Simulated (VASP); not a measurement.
# Re: single point with r2SCAN

The system is Re.

```
Re
1.0
     0.00000    1.94657    1.94657
     1.94657    0.00000    1.94657
     1.94657    1.94657    0.00000
Re
1
Cartesian
  0.0000 0.0000 0.0000
```

This isn't the form of Re at room conditions, which is hcp.

The cell isn't the ideal one: cell and atoms relaxed from 1.08 times the given volume, LAPW in place of PAW files.

```
Program                : VASP 6.6.1
Task                   : single point
Functional             : r2SCAN
Potentials or basis    : VASP PAW PBE potentials, release 64 (Re)
Cutoff                 : 520 eV
k mesh                 : 14 × 14 × 14
Occupations            : fermi-dirac, width 0.05 eV
Spin                   : no spin polarisation
Dipole correction      : no
Further INCAR settings : ALGO = Normal; EDIFF = 1e-06; NBANDS = 10
```

* Pressure: 0.0 GPa
* Band gap on the k mesh: none (metal or under the smearing width)

Levels at points of the mesh, in eV from the Fermi level:
| k point | band 2 | band 3 | band 4 | band 5 | band 6 | band 7 |
| --- | --- | --- | --- | --- | --- | --- |
| (0.00, 0.00, 0.00) | -2.02 | -2.02 | -2.02 | 1.37 | 1.37 | 14.50 |
| (0.50, 0.00, 0.00) | -2.18 | -2.18 | 0.09 | 3.94 | 3.94 | 10.44 |
| (0.50, 0.50, 0.00) | -6.27 | 2.81 | 3.95 | 4.66 | 4.66 | 12.87 |

Wall time 22 s on 1 thread of Intel(R) Xeon(R) 6975P-C (Granite Rapids), on a shared host, peak memory 0.14 GiB.

Caveat: the PAW data sets were made with another functional, which shifts forces and pressure a little. The run has no spin-orbit coupling, so splittings on Re are missing.
